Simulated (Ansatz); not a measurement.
Cost and result for the atomization energy of C₄H₁₀O, SMILES `CCCCO` (15 atoms, 14 bonds).

Cartesian coordinates in Å:
```
C 1.037 -0.753 -1.372
C -0.051 0.285 -1.141
C -0.144 0.774 0.299
C -0.572 -0.297 1.283
O -0.663 0.180 2.610
H 1.112 -1.015 -2.430
H 0.846 -1.677 -0.822
H 2.012 -0.375 -1.054
H -1.021 -0.124 -1.448
H 0.131 1.146 -1.791
H 0.821 1.182 0.622
H -0.865 1.600 0.350
H 0.160 -1.107 1.316
H -1.527 -0.738 0.957
H -1.276 0.919 2.620
```

The species carries charge 0 and has multiplicity 1. All single points use the PBE0-D4/def2-TZVP geometry. It is one conformer, not always the lowest. Program: Ansatz. All runs use 4 threads of an AMD EPYC 9R14 on a shared host. Times are those of one run each, without the atoms' runs, and a repeat can differ threefold. Electronic energies, without spin–orbit coupling; frozen cores. CCSD(T)/CBS adds CCSD(T) − MP2 in def2-TZVPP to the MP2 limit, and its time is that of the two runs behind it. T1 = 0.009. B3LYP takes the VWN-RPA correlation (the form of Gaussian; ORCA's B3LYP/G).

CCSD(T)/CBS is a level of theory with its own doubt, some kJ/mol a heavy atom from the limit and from the frozen cores, so smaller differences don't rank the functionals.

```
                             level  functions  wall time  atomization (kJ/mol)  difference from CCSD(T)/CBS  per bond
   PBE-D4/def2-TZVPP (with forces)        295      2.3 s                5953.0                        100.1       7.2
                PBE0-D4/def2-TZVPP        295      2.3 s                5874.5                         21.6       1.5
r2SCAN-D4/def2-TZVPP (with forces)        295      3.6 s                5855.1                          2.2       0.2
 B3LYP-D4/def2-TZVPP (with forces)        295      3.8 s                5848.8                         -4.1      -0.3
                 B2PLYP/def2-TZVPP        295      4.7 s                5793.2                        -59.7      -4.3
                ωB97X-V/def2-TZVPP        295      5.5 s                5853.6                          0.7       0.0
  ωB97M-V/def2-TZVPP (with forces)        295      7.5 s                5862.6                          9.7       0.7
                    MP2/def2-QZVPP        585       22 s                5858.7                          5.8       0.4
                CCSD(T)/def2-TZVPP        295    6.7 min                5725.0                       -127.9      -9.1
                 CCSD(T)/CBS(def2)          –    7.1 min                5852.9                          0.0       0.0
```

In def2-TZVPP, CCSD(T) changes the Hartree–Fock value by +1365.1 kJ/mol (the triples alone add +68.9 kJ/mol) and MP2 by +1423.7 kJ/mol; breaking electron pairs costs correlation energy, which Hartree–Fock lacks. From PBE to PBE0 (25 % exact exchange), in def2-TZVPP and without D4, the atomization energy moves by −74.6 kJ/mol: exact exchange takes away binding that semilocal exchange gives to molecules. The D4 term adds +38.2 kJ/mol with B3LYP and +20.2 kJ/mol with PBE0; it sums over pairs of atoms, weighted by their polarisabilities, and B3LYP, whose exchange is more repulsive, gets the larger term.
